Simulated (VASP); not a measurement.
# Os (P6_3/mmc) in VASP: notebook

The runs below take Os through relaxation of cell and atoms, with optB88-vdW, optPBE-vdW, BEEF-vdW.

Program: VASP 6.6.1. These are calculated values, not measurements. Logs are shortened: lines on timing, memory, paths and dates and some standing lists are left out, and cuts for length are marked.

**1. Starting point**

Symmetry: P6_3/mmc, No. 194, hexagonal system. The conventional cell has a = 2.734 Å, b = 2.734 Å, c = 4.320 Å, α = 90.00°, β = 90.00°, γ = 120.00°. Around Os (site symmetry -6m2) lie 12 Os at 2.68 to 2.73 Å.

**2. Relaxation of cell and atoms, optB88-vdW**

Input file INCAR:

```
PREC = Accurate ; ENCUT = 600
EDIFF = 1E-7 ; ISMEAR = -1
SIGMA = 0.05 ; LREAL = False
LASPH = True ; NELM = 60
ALGO = Fast ; ISIF = 3
LWAVE = False ; LCHARG = False
GGA = BO ; LUSE_VDW = True
AGGAC = 0.0 ; PARAM1 = 0.1833333333
PARAM2 = 0.22 ; IBRION = 2
NSW = 60 ; EDIFFG = -0.02
```

Input file KPOINTS:

```
regular mesh
0
Gamma
  11 11 6
```

Input file POSCAR:

```
Os
1.0
    2.7341000000      0.0000000000      0.0000000000
   -1.3670500000      2.3678000565      0.0000000000
    0.0000000000      0.0000000000      4.3197000000
Os
2
Direct
    0.6666666667      0.3333333333      0.7500000000
    0.3333333333      0.6666666667      0.2500000000
```

Potentials or basis: VASP PAW PBE potentials, release 64 (Os).

On the command line:

```console
> cat potpaw_PBE.64/Os/POTCAR > POTCAR
> mpirun -np 1 vasp_std > vasp.out
```

OUTCAR:

```text
PREC = Accurate
   ENCUT = 600
   EDIFF = 1E-7
   ISMEAR = -1
   LREAL = False
   LASPH = True
   NELM = 60
   ISIF = 3
   GGA = BO
   IBRION = 2
   NSW = 60
   EDIFFG = -0.02

 ion  position               nearest neighbor table
   1  0.667  0.333  0.750-   2 2.68   2 2.68   2 2.68   2 2.68   2 2.68   2 2.68
   2  0.333  0.667  0.250-   1 2.68   1 2.68   1 2.68   1 2.68   1 2.68   1 2.68

  LATTYP: Found a hexagonal cell.
 ALAT       =     2.7341000000
 C/A-ratio  =     1.5799348963

  Lattice vectors:

 A1 = (   2.7341000000,   0.0000000000,   0.0000000000)
 A2 = (  -1.3670500000,   2.3678000565,   0.0000000000)
 A3 = (   0.0000000000,   0.0000000000,   4.3197000000)

Analysis of symmetry for initial positions (statically):
=====================================================================
 Subroutine PRICEL returns:
 Original cell was already a primitive cell.

 Routine SETGRP: Setting up the symmetry group for a
 hexagonal supercell.

 Subroutine GETGRP returns: Found 24 space group operations
 (whereof 12 operations were pure point group operations)
 out of a pool of 24 trial point group operations.

The static configuration has the point symmetry D_3d.
 The point group associated with its full space group is D_6h.

Analysis of symmetry for dynamics (positions and initial velocities):
=====================================================================
 Subroutine PRICEL returns:
 Original cell was already a primitive cell.

 Routine SETGRP: Setting up the symmetry group for a
 hexagonal supercell.

 Subroutine GETGRP returns: Found 24 space group operations
 (whereof 12 operations were pure point group operations)
 out of a pool of 24 trial point group operations.

The dynamic configuration has the point symmetry D_3d.
 The point group associated with its full space group is D_6h.

 Subroutine INISYM returns: Found 24 space group operations
 (whereof 12 operations are pure point group operations),
 and found     1 'primitive' translations

----------------------------------------------------------------------------------------

                                     Primitive cell

  volume of cell :      27.9649

  direct lattice vectors                    reciprocal lattice vectors
     2.734100000  0.000000000  0.000000000     0.365751070  0.211166479  0.000000000
    -1.367050000  2.367800057  0.000000000     0.000000000  0.422332957  0.000000000
     0.000000000  0.000000000  4.319700000     0.000000000  0.000000000  0.231497558

  length of vectors
     2.734100000  2.734100000  4.319700000     0.422332957  0.422332957  0.231497558

  position of ions in fractional coordinates (direct lattice)
     0.666666667  0.333333333  0.750000000
     0.333333333  0.666666667  0.250000000

  ion indices of the primitive-cell ions
   primitive index   ion index
                 1           1
                 2           2

----------------------------------------------------------------------------------------

 KPOINTS: regular mesh

Automatic generation of k-mesh.
 Grid dimensions read from file:
 generate k-points for:   11   11    6

 Generating k-lattice:

  Cartesian coordinates                     Fractional coordinates (reciprocal lattice)
     0.033250097  0.019196953  0.000000000     0.090909091 -0.000000000  0.000000000
     0.000000000  0.038393905  0.000000000     0.000000000  0.090909091  0.000000000
     0.000000000  0.000000000  0.038582926     0.000000000  0.000000000  0.166666667

  Length of vectors
     0.038393905  0.038393905  0.038582926

  Shift w.r.t. Gamma in fractional coordinates (k-lattice)
     0.000000000  0.000000000  0.000000000

 Subroutine IBZKPT returns following result:
 ===========================================

 Found     64 irreducible k-points:

 Following reciprocal coordinates:
            Coordinates               Weight
  0.000000  0.000000  0.000000      1.000000
  0.090909  0.000000  0.000000      6.000000
  0.181818  0.000000  0.000000      6.000000
  0.272727 -0.000000  0.000000      6.000000
  0.363636 -0.000000  0.000000      6.000000
  0.454545  0.000000  0.000000      6.000000
[... 16 lines left out ...]
  0.090909  0.090909  0.166667     12.000000
  0.181818  0.090909  0.166667     24.000000
 [... further k-points ...]
   k-points           NKPTS =     64   k-points in BZ     NKDIM =     64   number of bands    NBANDS=     12
   number of dos      NEDOS =    301   number of ions     NIONS =      2
   total plane-waves  NPLWV =  20736
   dimension x,y,z NGX =    24 NGY =   24 NGZ =   36
   dimension x,y,z NGXF=    48 NGYF=   48 NGZF=   72
   ions per type =               2
   NGX,Y,Z   is equivalent  to a cutoff of  14.59, 14.59, 13.85 a.u.
   NGXF,Y,Z  is equivalent  to a cutoff of  29.19, 29.19, 27.71 a.u.
 SYSTEM =  unknown system
   PREC   = accura    normal or accurate (medium, high low for compatibility)
   ISTART =      0    job   : 0-new  1-cont  2-samecut
   ICHARG =      2    charge: 1-file 2-atom 10-const
   ISPIN  =      1    spin polarized calculation?
   LNONCOLLINEAR =      F non collinear calculations
   LSORBIT =      F    spin-orbit coupling
   LASPH  =      T    aspherical Exc in radial PAW
   ENCUT  =  600.0 eV  44.10 Ry    6.64 a.u.   5.46  5.46  8.63*2*pi/ulx,y,z
   NELM   =     60;   NELMIN=  2; NELMDL= -5     # of ELM steps
   EDIFF  = 0.1E-06   stopping-criterion for ELM
   LREAL  =      F    real-space projection
   EDIFFG = -.2E-01   stopping-criterion for IOM
   NSW    =     60    number of steps for IOM
   IBRION =      2    ionic relax: 0-MD 1-quasi-New 2-CG
   NFREE  =      1    steps in history (QN), initial steepest desc. (CG)
   ISIF   =      3    stress and relaxation
   ISYM   =      2    0-nonsym 1-usesym 2-fastsym
   POTIM  = 0.5000    time-step for ionic-motion
   TEBEG  =    0.0;   TEEND  =   0.0 temperature during run
   PSTRESS=    0.0 pullay stress
   NELECT =      16.0000    total number of electrons
   NUPDOWN=      -1.0000    fix difference up-down
   EMIN   =  10.00;   EMAX   =-10.00  energy-range for DOS
   EFERMI =   0.00;   METHOD = LEGACY
   ISMEAR =    -1;   SIGMA  =   0.05  broadening in eV -4-tet -1-fermi 0-gaus
   EFERMI_NEDOS =   21; number of points for ismear=-14 and -15
   IALGO  =     68    algorithm
   IMIX   =      4    mixing-type and parameters
     AMIX     =   0.40;   BMIX     =  1.00
     AMIX_MAG =   1.60;   BMIX_MAG =  1.00
  volume/ion in A,a.u.               =      13.98        94.36
  Fermi-wavevector in a.u.,A,eV,Ry     =   1.359076  2.568282 25.131161  1.847088
  Thomas-Fermi vector in A             =   2.485855
   LORBIT       =      0    0 simple, 1 ext, 2 COOP (PROOUT), +10 PAW based schemes
   GGA     = BO    functional components
   LHFCALC =     F    Hartree Fock is set to
   AEXX    =    0.0000 exact exchange contribution
   IVDW_NL    =     1    kernel type
   BPARAM     = 6.3000
   IVDW    =     0    specifies the selected vdW correction
   LEPSILON=     F    determine dielectric tensor
   LRPA    =     F    only Hartree local field effects (RPA)
 conjugate gradient relaxation of ions
 non-spin polarized calculation
 RMM-DIIS sequential band-by-band and
  energy-cutoff  :      600.00
  volume of cell :       27.96
 maximum number of plane-waves:       965
 NGX is ok and might be reduce to    24
   NGX = 11   NGY = 11   NGZ = 17

--------------------------------------- Ionic step        1  -------------------------------------------

 number of electron      16.0000001 magnetization

 Free energy of the ion-electron system (eV)
  ---------------------------------------------------
  ext. energy  EPLUGINS =         0.00000000
  ---------------------------------------------------
  free energy    TOTEN  =       -17.06284609 eV

  energy without entropy =      -17.04932799  energy(sigma->0) =      -17.05608704

------------------------ aborting loop because EDIFF is reached ----------------------------------------

  FORCE on cell =-STRESS in cart. coord.  units (eV):
  Direction    XX          YY          ZZ          XY          YZ          ZX
  --------------------------------------------------------------------------------------
  -------------------------------------------------------------------------------------
  Total        2.2693008      2.2693008      2.3228755     -0.0000000     -0.0000000      0.0000000
  in kB      130.0138542    130.0138542    133.0832819     -0.0000000     -0.0000000      0.0000000
  external PRESSURE =     131.0369967 kB  Pullay stress =       0.0000000 kB
[... 213 lines left out ...]
Total vdW correction in eV:      1.9768517

--------------------------------------- Ionic step        7  -------------------------------------------

 number of electron      16.0000000 magnetization

 Free energy of the ion-electron system (eV)
  ---------------------------------------------------
  ext. energy  EPLUGINS =         0.00000000
  ---------------------------------------------------
  free energy    TOTEN  =       -17.09723951 eV

  energy without entropy =      -17.08305811  energy(sigma->0) =      -17.09014881

 E-fermi :   8.8891     XC(G=0): -13.8093

 val. band max:        8.8624120479   @ k =   0.3636  -0.0000   0.3333
 cond. band min:       8.9462568099   @ k =   0.3636   0.0909   0.3333
 fundamental gap:      0.0838447619
 Fermi energy:         8.8891079732

 k-point     1 :       0.0000    0.0000    0.0000
  band No.  band energies     occupation
      1      -1.6241      2.00000
      2       1.4890      2.00000
      3       6.0240      2.00000
      4       6.0240      2.00000
      5       6.2658      2.00000
      6       6.8176      2.00000
      7       6.8176      2.00000
      8       7.4194      2.00000
      9       7.4194      2.00000
     10       9.1612      0.00862
     11      10.5375      0.00000
     12      10.5375      0.00000
[... 331 lines left out ...]
 k-point    24 :       0.1818    0.0909    0.1667
  band No.  band energies     occupation
      1       0.6156      2.00000
      2       3.0438      2.00000
      3       4.4155      2.00000
      4       4.6153      2.00000
      5       5.7943      2.00000
      6       6.3753      2.00000
      7       6.9357      2.00000
      8       7.8362      2.00000
      9       8.4169      1.99984
     10       8.7674      1.83879
     11      10.9410      0.00000
     12      14.2846      0.00000

 [... further k-points ...]

------------------------ aborting loop because EDIFF is reached ----------------------------------------

  FORCE on cell =-STRESS in cart. coord.  units (eV):
  Direction    XX          YY          ZZ          XY          YZ          ZX
  --------------------------------------------------------------------------------------
  -------------------------------------------------------------------------------------
  Total        0.0360383      0.0360383      0.0397186     -0.0000000     -0.0000000      0.0000000
  in kB        2.0034039      2.0034039      2.2079996     -0.0000000     -0.0000000      0.0000000
  external PRESSURE =       2.0716025 kB  Pullay stress =       0.0000000 kB
[... 17 lines left out ...]
  FREE ENERGIE OF THE ION-ELECTRON SYSTEM (eV)
  ---------------------------------------------------
  free  energy   TOTEN  =       -17.0972395068 eV

  energy  without entropy=      -17.0830581071  energy(sigma->0) =      -17.09014881

Total vdW correction in eV:      1.9766921

 reached required accuracy - stopping structural energy minimisation
```

It took 4.1 min on 1 thread of Intel Xeon 6975P-C (Granite Rapids), shared host; peak memory 0.33 GiB.

What came out:

| Property | Result |
| --- | --- |
| Free energy | -17.0972 eV |
| Relaxed volume | 14.41 Å³/atom |
| Relaxed cell | a = 2.763 Å, b = 2.763 Å, c = 4.360 Å, α = 90.00°, β = 90.00°, γ = 120.00° |
| Space group after relaxing (to 0.05 Å) | P6_3/mmc (No. 194) |
| Energy gained by relaxing | 17.2 meV/atom |
| Ionic steps | 7 |
| Pressure after relaxing | 0.2 GPa |
| Band gap on the k mesh | none (metal or under the smearing width) |

The path:
```tsv
step	energy change (eV)	largest force (eV/Å)	pressure (GPa)	volume (Å³)
1	0.0000	0.0000	13.10	27.96
2	0.5008	0.0000	-37.35	32.85
3	-0.0342	0.0000	-0.76	28.89
4	-0.0343	0.0000	-0.04	28.84
5	-0.0343	0.0000	0.21	28.82
6	-0.0344	0.0000	0.20	28.82
7	-0.0344	0.0000	0.21	28.82
```

Final structure:
```cif
data_structure
_symmetry_space_group_name_H-M 'P 1'
_symmetry_Int_Tables_number 1
_cell_length_a 2.7627
_cell_length_b 2.7627
_cell_length_c 4.3603
_cell_angle_alpha 90.000
_cell_angle_beta 90.000
_cell_angle_gamma 120.000
_cell_volume 28.82
loop_
_atom_site_label
_atom_site_type_symbol
_atom_site_fract_x
_atom_site_fract_y
_atom_site_fract_z
_atom_site_occupancy
Os1 Os 0.66667 0.33333 0.75000 1
Os2 Os 0.33333 0.66667 0.25000 1
```

Caveat: the PAW data sets were made with another functional, which shifts forces and pressure a little.

**3. Relaxation of cell and atoms, optPBE-vdW**

Input file INCAR:

```
SYSTEM = Os
PREC = Accurate
ENCUT = 600
EDIFF = 1E-6
ISMEAR = -1
SIGMA = 0.05
LREAL = .False.
LASPH = .True.
NELM = 60
ALGO = Fast
ISIF = 3
LWAVE = .False.
LCHARG = .False.
GGA = OR
LUSE_VDW = .True.
AGGAC = 0.0
IBRION = 2
NSW = 40
EDIFFG = -0.01
```

Input file KPOINTS:

```
regular mesh
0
Gamma
  11 11 6
  0 0 0
```

POSCAR is that of step 2.

Potentials or basis: VASP PAW PBE potentials, release 64 (Os).

On the command line:

```console
> cat potpaw_PBE.64/Os/POTCAR > POTCAR
> mpirun -np 1 vasp_std > vasp.out
```

Wall time 3.7 min (1 thread of Intel Xeon 6975P-C (Granite Rapids), shared host); peak memory 0.32 GiB.

It converged, with:

| Quantity | Value |
| --- | --- |
| Free energy | -16.5912 eV |
| Relaxed volume | 14.47 Å³/atom |
| Relaxed cell | a = 2.767 Å, b = 2.767 Å, c = 4.367 Å, α = 90.00°, β = 90.00°, γ = 120.00° |
| Space group after relaxing (to 0.05 Å) | P6_3/mmc (No. 194) |
| Energy gained by relaxing | 21.6 meV/atom |
| Ionic steps | 9 |
| Pressure after relaxing | 0.0 GPa |
| Band gap on the k mesh | none (metal or under the smearing width) |

Step by step:
```tsv
step	energy change (eV)	largest force (eV/Å)	pressure (GPa)	volume (Å³)
1	0.0000	0.0000	14.62	27.96
2	0.5983	0.0000	-39.27	33.45
3	-0.0429	0.0000	-0.93	29.01
4	-0.0431	0.0000	-0.05	28.95
5	-0.0431	0.0000	0.23	28.93
6	-0.0431	0.0000	0.21	28.93
7	-0.0431	0.0000	0.23	28.93
8	-0.0430	0.0000	-0.65	29.00
9	-0.0432	0.0000	0.02	28.94
```

Final structure:
```
Os
1.0
     2.76653    0.00000    0.00000
    -1.38326    2.39588    0.00000
     0.00000    0.00000    4.36684
Os
2
Cartesian
  1.3833 0.7986 3.2751
  0.0000 1.5973 1.0917
```

Levels at points of the mesh, in eV from the Fermi level:
```csv
k point,band 6,band 7,band 8,band 9,band 10,band 11
"(0.00, 0.00, 0.00)",-2.06,-2.06,-1.46,-1.46,0.22,1.64
"(0.00, 0.00, 0.50)",-3.04,-3.04,-3.04,0.87,0.87,0.87
```

Caveat: the PAW data sets were made with another functional, which shifts forces and pressure a little.

(Continued in part 2 of 2.)
